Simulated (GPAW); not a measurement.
# zinc-blende (GaAs)₁₋ₓ(GaP)ₓ at x = 1: the Ga K absorption edge

Aim: the Ga K edge in zinc-blende (GaAs)₁₋ₓ(GaP)ₓ at x = 1, one member of a composition series.

Program: GPAW 26.7.0. Level of theory: X-ray absorption from dipole matrix elements to empty bands, plane-wave PAW PBE. Results are calculated unless marked as measured.

Report form: the programs' logs are mostly left out.

**1. The structure**

Symmetry: F-43m, No. 216, cubic system. The conventional cell has a = 5.451 Å, b = 5.451 Å, c = 5.451 Å, α = 90.00°, β = 90.00°, γ = 90.00°. Ga has 4 P at 2.36 Å nearest. Nearest to P lie 4 Ga at 2.36 Å. 16-atom zinc-blende cell, 8 of 8 As sites taken by P at random, lattice constants typed for the ends and interpolated (Vegard). Farther neighbours are not listed.

As a file:

```xyz
16
Lattice="0.0000 5.4510 5.4510 5.4510 0.0000 5.4510 5.4510 5.4510 0.0000" Properties=species:S:1:pos:R:3 pbc="T T T"
Ga    0.0000    0.0000    0.0000
P     1.3627    1.3627    1.3627
Ga    2.7255    2.7255    0.0000
P     4.0882    4.0882    1.3627
Ga    2.7255    0.0000    2.7255
P     4.0882    1.3627    4.0882
Ga    5.4510    2.7255    2.7255
P     6.8137    4.0882    4.0882
Ga    0.0000    2.7255    2.7255
P     1.3627    4.0882    4.0882
Ga    2.7255    5.4510    2.7255
P     4.0882    6.8137    4.0882
Ga    2.7255    2.7255    5.4510
P     4.0882    4.0882    6.8137
Ga    5.4510    5.4510    5.4510
P     6.8137    6.8137    6.8137
```

**2. The field without a hole**

The ground state comes first: it tells whether the system has a gap, which decides how the excited electron is treated.

scf.py

```python
import numpy as np
from ase import Atoms
from ase.parallel import parprint, paropen
from gpaw import GPAW, PW, FermiDirac, Mixer, MixerDif, setup_paths
from gpaw.test import gen
setup_paths.insert(0, '.')
gen('Ga', name='nch1s', xcname='PBE', corehole=(1, 0, 0), write_xml=True)
from gpaw.mpi import world
world.barrier()

atoms = Atoms('GaPGaPGaPGaPGaPGaPGaPGaP',
    cell=[[0, 5.451, 5.451],
     [5.451, 0, 5.451],
     [5.451, 5.451, 0]],
    scaled_positions=[[0, 0, 0],
     [0.125, 0.125, 0.125],
     [0, 0, 0.5],
     [0.125, 0.125, 0.625],
     [0, 0.5, 0],
     [0.125, 0.625, 0.125],
     [0, 0.5, 0.5],
     [0.125, 0.625, 0.625],
     [0.5, 0, 0],
     [0.625, 0.125, 0.125],
     [0.5, 0, 0.5],
     [0.625, 0.125, 0.625],
     [0.5, 0.5, 0],
     [0.625, 0.625, 0.125],
     [0.5, 0.5, 0.5],
     [0.625, 0.625, 0.625]],
    pbc=True)
atoms.calc = calc = GPAW(legacy_gpaw=True, mode=PW(400, force_complex_dtype=True), xc='PBE', setups={0: 'nch1s'},
    kpts={'size': (4, 4, 4), 'gamma': True}, occupations=FermiDirac(0.05),
    charge=0, mixer=Mixer(0.1, 5, 50), maxiter=150,
    convergence={'density': 0.0001, 'eigenstates': 1e-6}, txt='scf.txt')
energy = atoms.get_potential_energy() + calc.get_reference_energy()
ef = calc.get_fermi_level()
out = dict(energy=energy, fermi=ef, forces=atoms.get_forces().tolist())
parprint(f'all-electron energy {energy:.4f} eV, Fermi level {ef:.4f} eV')
ev = np.array([[calc.get_eigenvalues(k, s) for k in range(len(calc.get_ibz_k_points()))] for s in range(calc.get_number_of_spins())])
out['homo'], out['lumo'], out['counts'] = ev[ev < ef].max(), ev[ev > ef].min(), sorted(set((ev < ef).sum((0, 2)).tolist()))
out['filled'] = (ev[:, 0] < ef).sum(1).tolist()
import json
with paropen('out.json', 'w') as f:
    json.dump(out, f)
```

The run is started by

```sh
$ OMP_NUM_THREADS=1 mpirun -n 4 gpaw python scf.py
```

The job ended after 21 s (4 MPI ranks of AMD EPYC 7B13 (Zen 3), shared host; peak memory 0.28 GiB; 80 s of CPU time).

The mesh shows a gap of 1.67 eV. The excited electron is kept all the same, so that all members of the series, with or without a gap, are treated alike.

**3. Reference energy of the cell**

The photon energy needs a difference of total energies, so the cell and mesh of the coming hole run are first run without a hole.

scf.py, as its differences from that of step 2:

```diff
@@ -32,3 +32,3 @@
 atoms.calc = calc = GPAW(legacy_gpaw=True, mode=PW(400, force_complex_dtype=True), xc='PBE', setups={0: 'nch1s'},
-    kpts={'size': (4, 4, 4), 'gamma': True}, occupations=FermiDirac(0.05),
+    kpts={'size': (3, 3, 3), 'gamma': True}, occupations=FermiDirac(0.02),
     charge=0, mixer=Mixer(0.1, 5, 50), maxiter=150,
```

The job ended after 15 s (4 MPI ranks; peak memory 0.28 GiB; 61 s of CPU time).

Reference energy: -497572.864 eV with the cores included.

**4. Spectrum with XCH, Ga atom 1**

The holes are 7.7 Å apart. In GPAW the data set carries the hole's charge, so charge=0 means a charged cell and charge=-1 a neutral one. The excited electron is kept in the cell, where it fills the lowest empty states and screens the hole. After the field has converged, empty bands are computed with the density fixed and the dipole matrix elements are summed.

The absorber has 4 P at 2.36 Å (tetrahedral).

xas.py

```python
import numpy as np
from ase import Atoms
from ase.parallel import parprint, paropen
from gpaw import GPAW, PW, FermiDirac, Mixer, MixerDif, setup_paths
from gpaw.test import gen
setup_paths.insert(0, '.')
gen('Ga', name='fch1s', xcname='PBE', corehole=(1, 0, 1), write_xml=True)
from gpaw.mpi import world
world.barrier()

atoms = Atoms('GaPGaPGaPGaPGaPGaPGaPGaP',
    cell=[[0, 5.451, 5.451],
     [5.451, 0, 5.451],
     [5.451, 5.451, 0]],
    scaled_positions=[[0, 0, 0],
     [0.125, 0.125, 0.125],
     [0, 0, 0.5],
     [0.125, 0.125, 0.625],
     [0, 0.5, 0],
     [0.125, 0.625, 0.125],
     [0, 0.5, 0.5],
     [0.125, 0.625, 0.625],
     [0.5, 0, 0],
     [0.625, 0.125, 0.125],
     [0.5, 0, 0.5],
     [0.625, 0.125, 0.625],
     [0.5, 0.5, 0],
     [0.625, 0.625, 0.125],
     [0.5, 0.5, 0.5],
     [0.625, 0.625, 0.625]],
    pbc=True)
atoms.calc = calc = GPAW(legacy_gpaw=True, mode=PW(400, force_complex_dtype=True), xc='PBE', setups={0: 'fch1s'},
    kpts={'size': (3, 3, 3), 'gamma': True}, occupations=FermiDirac(0.04),
    charge=-1, mixer=Mixer(0.1, 5, 50), maxiter=150,
    convergence={'density': 0.0001, 'eigenstates': 1e-6}, txt='scf.txt')
energy = atoms.get_potential_energy() + calc.get_reference_energy()
ef = calc.get_fermi_level()
out = dict(energy=energy, fermi=ef, forces=atoms.get_forces().tolist())
parprint(f'all-electron energy {energy:.4f} eV, Fermi level {ef:.4f} eV')
ev = np.array([[calc.get_eigenvalues(k, s) for k in range(len(calc.get_ibz_k_points()))] for s in range(calc.get_number_of_spins())])
out['homo'], out['lumo'], out['counts'] = ev[ev < ef].max(), ev[ev > ef].min(), sorted(set((ev < ef).sum((0, 2)).tolist()))
out['filled'] = (ev[:, 0] < ef).sum(1).tolist()

from ase.units import Ha
from gpaw.xas import dipole_matrix_elements
nb = int(calc.get_number_of_electrons() / 2) + 166
top, nb = nb, nb + 8 + nb // 12
nscf = calc.fixed_density(kpts={'size': (4, 4, 4), 'gamma': True}, nbands=nb,
    convergence={'bands': top, 'eigenstates': 5e-3}, maxiter=60, txt='nscf.txt')
cell = atoms.cell.array
ops = [cell.T @ U.T @ np.linalg.inv(cell.T) for U in nscf.wfs.kd.symmetry.op_scc]
filled = [32]  # bands filled in the ground state, by spin
E = np.arange(-6, 30, 0.1)
fwhm = np.interp(E, [4, 25], [1.82, 3.5])
Y, X, zero, highest = 0, 0, 1e9, 1e9
for spin in range(nscf.get_number_of_spins()):
    wfs = nscf.wfs
    mine = wfs.bd.get_slice()  # this rank's bands
    A = dipole_matrix_elements(wfs.setups[0])
    eps = np.zeros((wfs.kd.nibzkpts, nb))
    d = np.zeros((3, A.shape[1], wfs.kd.nibzkpts, nb), complex)
    for kpt in wfs.kpt_u:
        if kpt.s == spin and 0 in kpt.P_ani:
            eps[kpt.k, mine] = kpt.eps_n * Ha
            d[:, :, kpt.k, mine] = (kpt.weight * wfs.nspins / 2) ** 0.5 * np.inner(A, kpt.P_ani[0])
    world.sum(eps)
    world.sum(d)
    T = np.einsum('amkn,bmkn->abkn', d, d.conj()).real
    T = sum(np.einsum('ai,ijkn,bj->abkn', R, T, R) for R in ops) / len(ops)
    empty = np.ones_like(eps, bool) & (np.arange(nb) >= filled[spin])
    zero, highest = min(zero, eps[empty].min()), min(highest, eps[:, top - 1].min())
    lines = [(eps, T, empty)] if spin == 0 else lines + [(eps, T, empty)]
for eps, T, empty in lines:
    f = np.einsum('aakn->akn', T).reshape(3, -1)
    x = eps.ravel() - zero
    w = np.interp(x, E, fwhm) / 2.35482
    g = np.exp(-0.5 * ((E[:, None] - x) / w) ** 2) / (w * (2 * np.pi) ** 0.5)
    Y = Y + (f * empty.ravel()) @ g.T
    X = X + (f * ~empty.ravel()) @ g.T
out.update(E=E.round(2).tolist(), xas=Y.tolist(), xes=X.tolist(), zero=zero, valid=highest - zero, nk=len(eps), nb=nb)
for i in range(0, len(E), 10):
    parprint(f'{E[i]:7.2f}', *(f'{v:10.3e}' for v in Y[:, i]))
import json
with paropen('out.json', 'w') as f:
    json.dump(out, f)
```

The run is started by

```sh
$ OMP_NUM_THREADS=1 mpirun -n 4 gpaw python xas.py
```

Run time: 47 s. Hardware: 4 MPI ranks; peak memory 0.42 GiB; 3.1 min of CPU time.

The Ga K spectrum, Ga atom 1, excited-electron core hole (neutral cell) (energy from the bottom of the conduction band, which holds the excited electron; intensity scaled to a mean of 1 over the first 20 eV):

```tsv
E (eV)	intensity
-2.0	0.00
-1.5	0.00
-1.0	0.01
-0.5	0.05
0.0	0.15
0.5	0.33
1.0	0.56
1.5	0.80
2.0	1.04
2.5	1.27
3.0	1.51
3.5	1.68
4.0	1.70
4.5	1.53
5.0	1.28
5.5	1.06
6.0	0.91
6.5	0.88
7.0	0.92
7.5	0.95
8.0	0.94
8.5	0.89
9.0	0.87
9.5	0.91
10.0	1.00
10.5	1.08
11.0	1.12
11.5	1.10
12.0	1.07
12.5	1.02
13.0	1.00
13.5	0.99
14.0	1.00
14.5	0.98
15.0	0.95
15.5	0.91
16.0	0.89
16.5	0.90
17.0	0.92
17.5	0.93
18.0	0.91
18.5	0.88
19.0	0.83
19.5	0.81
20.0	0.80
20.5	0.80
21.0	0.82
21.5	0.82
22.0	0.81
22.5	0.78
23.0	0.74
23.5	0.71
24.0	0.69
24.5	0.68
25.0	0.69
25.5	0.71
```

Main maxima below 25 eV (height): 3.8 eV (1.72), 7.6 eV (0.95), 11.2 eV (1.12) and 17.4 eV (0.93). A K edge sees empty p states on the absorber.

The energy difference (zero at 10402 eV) isn't read as a photon energy: for so heavy an absorber the terms left out (the hole's spin, the functional's error) amount to tens of eV or more.

**5. Summary of results**

```
absorber and edge             : Ga K, atom 1 of the ground-state input (counted from 1)
surroundings                  : 4 P at 2.36 Å (tetrahedral)
highest intensity below 24 eV : 3.8 eV above the zero, height 1.72
```

In words: The Ga K edge of atom 1, with 4 P at 2.36 Å (tetrahedral), has its highest intensity of the first 24 eV at 3.8 eV above the zero, 1.7 times the mean level of the first 20 eV (Gaussian full width 1.82 eV up to 4 eV, rising linearly to 3.5 eV at 25 eV). The script folds with a Gaussian, whereas the core hole's own line is a Lorentzian, so the onset is too steep and the first peak too high.

[Logs are printed without paths, hosts, clocks, repeated set-up lines and the standing remarks that a program may print on its own settings, such as how far it seeks lower states.]

[Hosts, paths, dates, database ids (printed as entryN), source tags and the programs' standing remarks are cut or masked in the printed files.]

[Lists of maxima count a maximum above −3 eV only where it reaches 4 % of the highest in the window and stands out from its surroundings by 2 % of it (1.5 % where it reaches 55 %); shoulders and weaker maxima are passed over, and of the rest the first, up to two pre-edge ones and the few strongest are named.]
